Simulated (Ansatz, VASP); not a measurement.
**SiC in VASP and in Ansatz**

```
Si C
1.0
     0.00000    2.17839    2.17839
     2.17839    0.00000    2.17839
     2.17839    2.17839    0.00000
Si C
1 1
Direct
  0.00000 0.00236 0.00000
  0.75000 0.74449 0.75000
```

Change from the starting cell: mode 4 frozen in at -0.012 Å and mode 5 at -0.012 Å (largest displacements).

Alike in both runs: task single point; functional PBEsol; k mesh 10 × 10 × 10; occupations gaussian, width 0.05 eV; no spin polarisation.

|  | VASP | Ansatz |
| --- | --- | --- |
| version | VASP 6.6.1 | Ansatz 0.2.0 |
| potentials or method | VASP PAW PBE potentials, release 64 (Si, C) | scalar-relativistic, plane waves, PAW |
| plane-wave cutoff (eV) | 520 | 520 |
| valence electrons in the cell | 8 | 8 |

|  | VASP | Ansatz | Ansatz less VASP |
| --- | --- | --- | --- |
| gap on the k mesh at the Fermi level (eV) | 1.12 | 1.13 | +0.010 |
| least direct gap on the mesh (eV) | 4.40 | 4.41 | +0.014 |
| pressure (GPa) | 0.4 | 0.1 | -0.35 |
| largest component of the traceless stress (GPa) | 1.14 | 1.13 | -0.015 |
| rms of the force components (eV/Å) | 0.269 | 0.268 | -0.0009 |

Atom by atom the forces differ by 0.001 eV/Å (rms over components). With one functional, cell and mesh, what is left measures potentials, basis and numerics. Ansatz warned: «pseudo_functional_mismatch».

Caveats: the PAW data sets were made with another functional, which shifts forces and pressure a little (VASP). A k mesh can miss the band edges.
